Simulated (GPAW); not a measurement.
Here is a GPAW 26.7.0 calculation.

run.py

```python
import numpy as np
from ase.dft.bandgap import bandgap
from ase.io import write
from ase.spacegroup import crystal
from ase.units import GPa
from gpaw import GPAW, PW, setup_paths
from gpaw.spinorbit import soc_eigenstates

setup_paths.insert(0, '.')

# Ga 4a
# P 4c
atoms = crystal(['Ga', 'P'],
                basis=[[0.0, 0.0, 0.0],
                       [0.25, 0.25, 0.25]],
                spacegroup=216, setting=1,  # F-43m
                cellpar=[5.4505, 5.4505, 5.4505, 90.0, 90.0, 90.0],
                primitive_cell=True)

calc = GPAW(mode=PW(600),
            xc='BLYP',
            kpts={'size': (8, 8, 8), 'gamma': True},
            occupations={'name': 'fermi-dirac', 'width': 0.05},
            nbands=11,
            convergence={'density': 1e-05, 'energy': 1e-05},
            eigensolver='davidson',
            maxiter=150,
            txt='gpaw.txt')
atoms.calc = calc
energy = atoms.get_potential_energy()
forces = atoms.get_forces()
stress = atoms.get_stress()
calc.write('gs.gpw')
write('result.traj', atoms)
print(f'Energy: {energy:.6f} eV')
print('Forces (eV/A):')
print(forces.round(4))
print('Stress (GPa):', (stress / GPa).round(3))
print('Fermi level:', round(calc.get_fermi_level(), 4), 'eV')
print(f'Gap: {bandgap(calc)[0]:.4f} eV, direct: {bandgap(calc, direct=True)[0]:.4f} eV')

path = atoms.cell.bandpath('GXWKGLUWLK,UX', npoints=60, eps=1e-4)
bs_calc = calc.fixed_density(kpts=path, symmetry='off', nbands=21,
                             convergence={'bands': 'CBM+6.0', 'eigenstates': 1e-6}, txt='bands.txt')
bs = bs_calc.band_structure()
bs.write('bs.json')
print(f'Gap on the path: {bandgap(bs_calc)[0]:.4f} eV')

soc = soc_eigenstates(bs_calc, theta=90, phi=0)
np.savetxt('soc_bands.dat', soc.eigenvalues(), fmt='%.4f')
mesh = soc_eigenstates('gs.gpw', theta=90, phi=0)
np.savetxt('soc_mesh.dat', mesh.eigenvalues(), fmt='%.4f')
print('Fermi level with spin-orbit coupling:', round(mesh.fermi_level, 4), 'eV')
```

Potentials or basis: PAW data sets generated in the run's folder for this functional, pw.

Launch:

```bash
$ gpaw-setup -f BLYP Ga P
$ OMP_NUM_THREADS=1 python run.py
```

(1) Estimate the band gap on the k mesh.

(2) What does it give for the pressure?

## Answers

(1) 1.69 eV, indirect (least direct gap 1.76 eV).

(2) 8.1 GPa.

Caveat: spin-orbit coupling was added after a scalar SCF, so levels and gaps hold it while energy, forces, pressure and moments don't; this program's spin-orbit splittings come out too wide for heavy elements.

**What was measured.**

“Stacking defects in GaP nanowires: Electronic structure and optical properties”, 2018, arxiv:1810.01194 quotes, for a bulk crystal of GaP at 10 K: band gap 2.34 eV (indirect).

Measured gap of GaP: 2.34 eV (indirect; 10 K; quoted in “Stacking defects in GaP nanowires: Electronic structure and optical properties”, 2018, arxiv:1810.01194). This calculation gives 1.69 eV (-0.65 eV). The value is that of BLYP, without temperature or zero-point motion. Semilocal functionals fall short of measured gaps as a rule.
